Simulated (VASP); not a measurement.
Calculation: PBEsol GGA, VASP's PBE PAW potentials (set 64) (plane waves; VASP 6.6.1).

The input files of a VASP run:

File POSCAR:
```
CaF2
1.0
  0.0000000000   2.6862941043   2.6862941043
  2.6862941043   0.0000000000   2.6862941043
  2.6862941043   2.6862941043   0.0000000000
Ca F
1 2
Cart
  0.0000000000   0.0000000000   0.0000000000
  1.3431470521   1.3431470521   1.3431470521
  4.0294411564   4.0294411564   4.0294411564
```

**INCAR**
```
SYSTEM = CaF2
PREC = Accurate
ENCUT = 520
EDIFF = 1E-7
NELM = 100
ALGO = Normal
LREAL = .FALSE.
LASPH = .TRUE.
ISMEAR = 0
SIGMA = 0.05
GGA = PS
LWAVE = .FALSE.
LCHARG = .FALSE.
ISIF = 2
```

**KPOINTS**
```
Automatic
0
G
7 7 7
0 0 0
```

POTCAR, in this order: Ca_sv F (PBE.64 set). Program: vasp_std.

Output of the run:

### OUTCAR
```
 ion  position               nearest neighbor table
   1  0.000  0.000  0.000-   3 2.33   3 2.33   3 2.33   2 2.33   3 2.33   2 2.33   2 2.33   2 2.33
  LATTYP: Found a face centered cubic cell.
 ALAT       =     5.3725882086
 Subroutine PRICEL returns:
 Original cell was already a primitive cell.
 Subroutine GETGRP returns: Found 48 space group operations
The static configuration has the point symmetry O_h .
The dynamic configuration has the point symmetry O_h .
 Subroutine INISYM returns: Found 48 space group operations
 Subroutine IBZKPT returns following result:
 Found     20 irreducible k-points:

 Following reciprocal coordinates:
            Coordinates               Weight
  0.000000  0.000000  0.000000      1.000000
  0.142857  0.000000  0.000000      8.000000
  0.285714  0.000000  0.000000      8.000000
  0.428571  0.000000  0.000000      8.000000
  0.142857  0.142857  0.000000      6.000000
  0.285714  0.142857  0.000000     24.000000
  0.428571  0.142857  0.000000     24.000000
 -0.428571  0.142857  0.000000     24.000000
 -0.285714  0.142857  0.000000     24.000000
 -0.142857  0.142857  0.000000     12.000000
...
```

### OSZICAR
```
       N       E                     dE             d eps       ncg     rms          rms(c)
DAV:   1     0.216342513940E+03    0.21634E+03   -0.13733E+04   640   0.152E+03
DAV:   2    -0.102552770646E+02   -0.22660E+03   -0.22075E+03   816   0.391E+02
DAV:   3    -0.186572432370E+02   -0.84020E+01   -0.83965E+01   712   0.858E+01
DAV:   4    -0.189683998975E+02   -0.31116E+00   -0.31107E+00  1112   0.125E+01
DAV:   5    -0.189701091197E+02   -0.17092E-02   -0.17092E-02   704   0.959E-01    0.736E+00
DAV:   6    -0.178867061803E+02    0.10834E+01   -0.57103E+00   672   0.175E+01    0.303E+00
DAV:   7    -0.178752029076E+02    0.11503E-01   -0.15312E-01   808   0.373E+00    0.162E+00
DAV:   8    -0.178832345101E+02   -0.80316E-02   -0.27802E-02   856   0.212E+00    0.177E-01
DAV:   9    -0.178867067461E+02   -0.34722E-02   -0.70414E-03   848   0.652E-01    0.140E-01
DAV:  10    -0.178873577492E+02   -0.65100E-03   -0.11088E-03   768   0.259E-01    0.315E-02
DAV:  11    -0.178873549377E+02    0.28114E-05   -0.11611E-04   816   0.969E-02    0.851E-03
DAV:  12    -0.178873610365E+02   -0.60988E-05   -0.21307E-05   752   0.372E-02    0.387E-03
DAV:  13    -0.178873610677E+02   -0.31159E-07   -0.27223E-06   944   0.128E-02    0.322E-03
DAV:  14    -0.178873607030E+02    0.36467E-06   -0.43975E-07   776   0.758E-03    0.526E-04
DAV:  15    -0.178873607077E+02   -0.46202E-08   -0.26439E-08   480   0.152E-03
   1 F= -.17887361E+02 E0= -.17887361E+02  d E =-.228185E-25
```

### OUTCAR
```
------------------------ aborting loop because EDIFF is reached ----------------------------------------
  FORCE on cell =-STRESS in cart. coord.  units (eV):
  Direction    XX          YY          ZZ          XY          YZ          ZX
  --------------------------------------------------------------------------------------
  Total        0.6800984      0.6800984      0.6800984      0.0000000     -0.0000000      0.0000000
  in kB       28.1055228     28.1055228     28.1055228      0.0000000     -0.0000000      0.0000000
  external PRESSURE =      28.1055228 kB  Pullay stress =       0.0000000 kB
  volume of cell :       38.77
      direct lattice vectors                 reciprocal lattice vectors
     0.000000000  2.686294104  2.686294104    -0.186130029  0.186130029  0.186130029
     2.686294104  0.000000000  2.686294104     0.186130029 -0.186130029  0.186130029
     2.686294104  2.686294104  0.000000000     0.186130029  0.186130029 -0.186130029
 POSITION                                       TOTAL-FORCE (eV/Angst)
 -----------------------------------------------------------------------------------
      0.00000      0.00000      0.00000         0.000000      0.000000      0.000000
      1.34315      1.34315      1.34315         0.000000     -0.000000      0.000000
      4.02944      4.02944      4.02944        -0.000000      0.000000     -0.000000
 -----------------------------------------------------------------------------------
    total drift:                                0.000000      0.000000      0.000000
  FREE ENERGIE OF THE ION-ELECTRON SYSTEM (eV)
  ---------------------------------------------------
  free  energy   TOTEN  =       -17.8873607077 eV

  energy  without entropy=      -17.8873607077  energy(sigma->0) =      -17.88736071
```
(Selected blocks of OUTCAR.)

**OUTCAR**
```
 val. band max:       -0.8450319183   @ k =  -0.4286   0.4286   0.0000

 cond. band min:       6.5683138960   @ k =   0.0000   0.0000   0.0000


 Fermi energy:        -0.4840564794

 k-point     1 :       0.0000    0.0000    0.0000
  band No.  band energies     occupation
      1     -36.3921      2.00000
      2     -20.7582      2.00000
      3     -19.8912      2.00000
      4     -17.4157      2.00000
      5     -17.4157      2.00000
      6     -17.4157      2.00000
      7      -3.1205      2.00000
      8      -3.1205      2.00000
      9      -3.1205      2.00000
     10      -1.0783      2.00000
     11      -1.0782      2.00000
     12      -1.0782      2.00000
     13       6.5683      0.00000
     14       8.4909      0.00000
     15       8.4909      0.00000
     16      10.8062      0.00000

 k-point     2 :       0.1429    0.0000    0.0000
  band No.  band energies     occupation
      1     -36.3834      2.00000
      2     -20.8161      2.00000
      3     -19.9509      2.00000
      4     -17.4259      2.00000
      5     -17.4259      2.00000
      6     -17.3170      2.00000
      7      -3.0199      2.00000
      8      -3.0199      2.00000
      9      -2.9319      2.00000
     10      -1.3277      2.00000
     11      -1.1787      2.00000
     12      -1.1787      2.00000
     13       7.0966      0.00000
     14       8.5416      0.00000
     15       8.5416      0.00000
     16      10.5997      0.00000

 k-point     3 :       0.2857    0.0000    0.0000
  band No.  band energies     occupation
      1     -36.3639      2.00000
      2     -20.8986      2.00000
      3     -20.1395      2.00000
      4     -17.4488      2.00000
      5     -17.4488      2.00000
      6     -17.0825      2.00000
      7      -2.7701      2.00000
      8      -2.7701      2.00000
      9      -2.5198      2.00000
     10      -1.7993      2.00000
     11      -1.4181      2.00000
     12      -1.4181      2.00000
     13       8.1697      0.00000
...
```

The compound is CaF2 in the fluorite structure. This cell is one point of a volume scan, at 0.97 of the reference volume.
